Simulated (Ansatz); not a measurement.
TaN:

```
CELL_PARAMETERS angstrom
0.00000 2.21132 2.21132
2.21132 0.00000 2.21132
2.21132 2.21132 0.00000
ATOMIC_POSITIONS crystal
Ta 0.50000 0.50000 0.50000
N 0.00000 0.00000 0.00000
```

The cell comes from a database or a generator and needn't be the stable form of this composition.

```yaml
Program: Ansatz 0.2.0
Task: single point
Functional: PBEsol
Potentials_or_basis: all-electron LAPW, scalar-relativistic
Cutoff: 355 eV (chosen from the basis error)
Basis_error_allowed: 0.001 eV/atom
k_mesh: 10 × 10 × 10
Occupations: fermi-dirac, width 0.05 eV
Spin: no spin polarisation
```

On this cell: pressure -10.7 GPa; largest force zero by symmetry; band gap on the k mesh none (metal or under the smearing width).

The same run follows on a disturbed copy (atoms moved at random, drawn with an rms of 0.05 Å):

```
Ta N
1.0
     0.00000    2.21132    2.21132
     2.21132    0.00000    2.21132
     2.21132    2.21132    0.00000
Ta N
1 1
Direct
  0.51353 0.48421 0.52898
  0.98710 0.98530 0.01570
```

Q: What does the disturbed cell give?

A: The energy (extrapolated to zero smearing) moves by +19.3 meV/atom; pressure -8.9 GPa; largest force 0.770 eV/Å; band gap on the k mesh none (metal or under the smearing width).

Forces on the atoms (eV/Å):
```
Ta  -0.192 -0.625 -0.408
N    0.192  0.625  0.408
```

Stress tensor (GPa, compression positive):
```
-10.00  -0.16  -0.06
 -0.16  -7.50  -0.27
 -0.06  -0.27  -9.12
```
